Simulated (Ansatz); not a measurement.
**Ni (I4/mmm): stretched by 7 % along z at fixed volume; spin–orbit coupling in one pass over the collinear state, moments along [001]**

All numbers below come from DFT, PBE, all-electron LAPW, Dirac equation with spin-orbit coupling in Ansatz 0.2.0.

Command: `ansatz run input.yaml --threads 3 --pin off --max-ram 6144MiB --backend cpu --events-out ev --progress --plain --runs-dir out`

The folder start holds the state saved by an earlier run of the same cell (collinear, scalar-relativistic); this run solves the spinor bands once in its potential and doesn't iterate.

```yaml
crystal:
  lattice:
    - [-1.3376882352, 1.3376882352, 1.4805755529]
    - [1.3376882352, -1.3376882352, 1.4805755529]
    - [1.3376882352, 1.3376882352, -1.4805755529]
  atoms:
    - { symbol: Ni, position: [0.0, 0.0, 0.0], spin: 0.6, spin_axis: [0.0, 0.0, 1.0] }
magnetization:
  noncollinear: true
  spin_orbit: true
kpoints:
  mp_grid: { grid: [13, 13, 13] }
scf:
  occupations: { method: fermi_dirac, width: 0.05 }
  lower_state_search: "off"
hamiltonian:
  xc: pbe
  pseudopotentials: { kind: all_electron, lapw: { basis_error: 2.5e-05 } }
output:
  eigenvalues: false
  hubbard: { sites: [{ species: Ni, l: d }] }
checkpoint:
  read: start
  post_process_only: true
```

The program prints:

```
Warning: checkpoint.read: spin treatment differs: saved collinear, current noncollinear; the saved charge density seeds this run and the saved magnetisation is carried along the axis that this deck's starting moments share; the saved density holds an absolute magnetisation of 6.3e-1 μB; saved orbitals and DFT+U occupations are not carried
Warning: checkpoint.read: magnetization.spin_orbit differs: this deck has the coupling, and the saved state was converged under scalar relativity for Ni (and on the j-weighted average for any other species). The pass solves this deck's Hamiltonian once at the saved density, which is not self-consistent under the coupling. Its levels lack that density's response to the spin–orbit term and to the ch …
settings of this run that can trade accuracy for cost: output.eigenvalues: false. Do not mix this run's numbers with those of runs without the same settings; the input reference describes each key
Ni: projections on atomic orbitals take those of the free atom 1s2 2s2 2p6 3s2 3p6 3d8 4s2, of charge +0.00 (hamiltonian.pseudopotentials.projection_atoms)
LAPW: plane waves up to 11.247 Å⁻¹, error target 2.5e-5 eV per atom; Dirac's equation on spinors; Ni in spheres of 1.201 Å, 18 of its electrons in bands (how accurate: hamiltonian.pseudopotentials.lapw.basis_error, Limitations)
Engine: ansatz 0.2.0
Pseudopotentials: kind: all_electron
Pseudopotential: Ni, LAPW, valence charge 18, lapw/all_electron/dirac/gaussian/Ni, Dirac's equation, gaussian nucleus
Functional definition: PBE
  parameter kappa = 0.804
  parameter beta = 0.06672455060314922
  exchange = pbe_x(kappa = kappa, mu = beta*pi^2/3)
  correlation = pbe_c(beta = beta)
Crystal: 1 atoms, lattice volume = 10.597 Å³
Basis set: ecut = 481.919401986733 eV, 241 PW (Γ), exchange–correlation at level 2
Bands: 26, of which v1, the nominal top of the filled ones, is band 18 counted from 1 (17 counted from 0)
Symmetry: 8 space group operations + 8 with time reversal
Magnetic group: BNS 139.537 (UNI 1197), of the structure as read, at distance tolerance 2.2e-5 Å
k-points: 196 of 2197 (time reversal used)
Non-local potential: Ni, projectors of the file, none
Initial density: read from a saved state, or passed on in memory by an earlier SCF of this step, an earlier step, the calling program or the single point that the run made first
Starting moments: Σ|m| = 0.6 μB on 1 of 1 site; this step starts from the density that it was given
Initial wavefunctions: plane waves of lowest kinetic energy (no species holds an atomic orbital)
Functional: x = pbe(κ = 0.804, μ = 0.2195149727645171), c = pbe(β = 0.06672455060314922)
NSCF: frozen V_eff on 196 k-points
the basis was enlarged: its passes take 10.5 MiB over the memory plan, 3 of 3 planned eigensolver slots
SCF 1: post-processed at a frozen density that is not taken as self-consistent under this run
post-processed at a frozen density that is not taken as self-consistent under this run (a non-self-consistent diagonalisation pass)
Frozen density: not held to its close: it was read across a difference from the run that saved it, as the warnings at the start of the run say
Magnetization: |M| = 0.5877 μB,  M = (-0.0000, +0.0000, +0.5877) μB
Absolute magnetization: 0.6591 μB (∫|m|)
  site 0: m = (-0.0000, +0.0000, +0.6125) μB, |m| = 0.6125 μB  (R = 1.20 Å)
Free energy (F): -41383.927911 eV
Harris-Foulkes:  -41383.927943 eV  (|F-HF|=3.18e-5)
Internal energy: -41383.914579 eV  (E = F + TS)
E sigma→0 (E₀):  -41383.921245 eV
Entropy (-TS):   -0.013332 eV (-13.332 meV/atom)
Fermi energy:    18.814421 eV
--- Per-component energies (eV) ---
  E_band       = -271.346184
  E_kinetic    = 42053.639584
  E_xc         = -1731.271544
  E_electrostatic = -81706.282619  (all electrons and nuclei)
  E_smearing   = -0.013332  (= −TS)
  E_closure    = 0.000000  (closes the sum)
  E_atoms      = -41376.897812  (free atoms, spherical and without spin; not in F)
  Σ components = -41383.927911   (vs F -41383.927911, Δ=0.00e0)
--- Occupation matrices: 1 shell (Löwdin-built; ε = 2.00e-2, provisional) ---
  Ni0 d_3D: site group D4h (4/mmm)
  Ni0 d_3D spinor Tr n = 8.8221  λ = 0.758 0.769 0.810 0.848 0.910 0.939 0.940 0.944 0.949 0.956  [2× xz 0.50 E1/2g(0.50) | xy 0.79 E3/2g(1.00) | x2-y2 0.79 E3/2g(1.00) | z2 0.94 E1/2g(1.00) | 5× z2 0.21 E3/2g(0.60)]
  Tr n, λ and their labels are of the run-group-symmetrised matrices; stabiliser: 16 of 32 elements of G0×{1,Θ} (closed), max defect 4.3e-15 at τ = 4.2e-3
settings of this run that can trade accuracy for cost: output.eigenvalues: false. Do not mix this run's numbers with those of runs without the same settings; the input reference describes each key
```

occupations.tsv:

```
# site	symbol	l	channel	k	occupation	cluster	real_ylm_label	real_ylm_weight	cubic_label	cubic_weight	pseudocubic_irrep	site_irrep	w_site_irrep	cell_site_irrep	w_cell_site_irrep
# projection_atom_Ni: 1s2 2s2 2p6 3s2 3p6 3d8 4s2
# site_irrep/w_site_irrep = the cluster's dominant irrep under the shell's site group (Mulliken, in the setting of the per-shell frame z, x; double-valued rows on a spinor block under rep=spin_orbital) and its weight, the cluster's purity; - without a site group
# cell_site_irrep/w_cell_site_irrep = the same under the site's group on the run's cell, the crystal's operations that keep its lattice, with its own per-shell comment where it differs; - as there, and where that group is no smaller or either group is refused
# basis = Löwdin-built
# labels = run-group-symmetrised matrices
# epsilon = 0.02 provisional = true under_converged = false
# stabiliser = 16/32 closed max_defect = 4.3172e-15 tolerance = 0.0042426
# site 0 Ni l=2_3D: orbit=0, site group D4h (4/mmm), |G|=16, z=[0.000000, 0.000000, 1.000000], x=[0.000000, 1.000000, 0.000000], rep=spin_orbital
0	Ni	2_3D	spinor	0	0.757516	0	xz	0.4985	xz	0.4985	-	E1/2g	0.5000	-	-
0	Ni	2_3D	spinor	1	0.769394	0	xz	0.4985	xz	0.4985	-	E1/2g	0.5000	-	-
0	Ni	2_3D	spinor	2	0.810319	1	xy	0.7927	xy	0.7927	-	E3/2g	1.0000	-	-
0	Ni	2_3D	spinor	3	0.847808	2	x2-y2	0.7892	x2-y2	0.7892	-	E3/2g	1.0000	-	-
0	Ni	2_3D	spinor	4	0.910338	3	z2	0.9413	z2	0.9413	-	E1/2g	1.0000	-	-
0	Ni	2_3D	spinor	5	0.939031	4	z2	0.2109	z2	0.2109	-	E3/2g	0.6000	-	-
0	Ni	2_3D	spinor	6	0.939620	4	z2	0.2109	z2	0.2109	-	E3/2g	0.6000	-	-
0	Ni	2_3D	spinor	7	0.943789	4	z2	0.2109	z2	0.2109	-	E3/2g	0.6000	-	-
0	Ni	2_3D	spinor	8	0.948716	4	z2	0.2109	z2	0.2109	-	E3/2g	0.6000	-	-
0	Ni	2_3D	spinor	9	0.955525	4	z2	0.2109	z2	0.2109	-	E3/2g	0.6000	-	-
# Tr n = 8.822057
```

Site moments (μB): Ni (0.00, 0.00, 0.61). Cell moment 0.59 μB.

The Ansatz runs typed with the search for lower states off end where their start leads. The magnetic state is the one that this cell and start allow. It needn't be the compound's measured order, which may need a larger cell or be absent.

It took 19 s on 3 threads of Arm Neoverse V2, with other jobs on the host, peak memory 0.87 GiB.
